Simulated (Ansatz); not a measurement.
The system is Sn.

```
Sn
1.0
    -2.94014    2.94014    1.59930
     2.94014   -2.94014    1.59930
     2.94014    2.94014   -1.59930
Sn
2
Cartesian
  0.0000 0.0000 0.0000
  0.0000 2.9401 0.7997
```

- Program: Ansatz 0.2.0
- Task: single point
- Functional: PBEsol
- Potentials or basis: all-electron LAPW, scalar-relativistic
- Cutoff: 208 eV (chosen from the basis error)
- Basis error allowed: 0.001 eV/atom
- k mesh: 9 × 9 × 9
- Occupations: fermi-dirac, width 0.05 eV
- Spin: no spin polarisation

On this cell: pressure -1.4 GPa; largest force under 0.003 eV/Å; band gap on the k mesh none (metal or under the smearing width).

The same run follows on a disturbed copy (atoms moved at random, drawn with an rms of 0.05 Å):

```
Sn
1.0
    -2.94014    2.94014    1.59930
     2.94014   -2.94014    1.59930
     2.94014    2.94014   -1.59930
Sn
2
Direct
  0.00707 0.99527 0.98770
  0.74919 0.24451 0.49911
```

**Question.** What changes?

**Answer.** The energy (extrapolated to zero smearing) moves by +2.5 meV/atom; pressure -1.4 GPa; largest force 0.178 eV/Å; band gap on the k mesh none (metal or under the smearing width).

Forces in eV/Å, atoms in the order of the input:
```
Sn   0.172  0.044 -0.006
Sn  -0.172 -0.044  0.006
```

Stress tensor (GPa, compression positive):
```
-1.36 -0.02  0.29
-0.02 -1.08 -0.07
 0.29 -0.07 -1.73
```
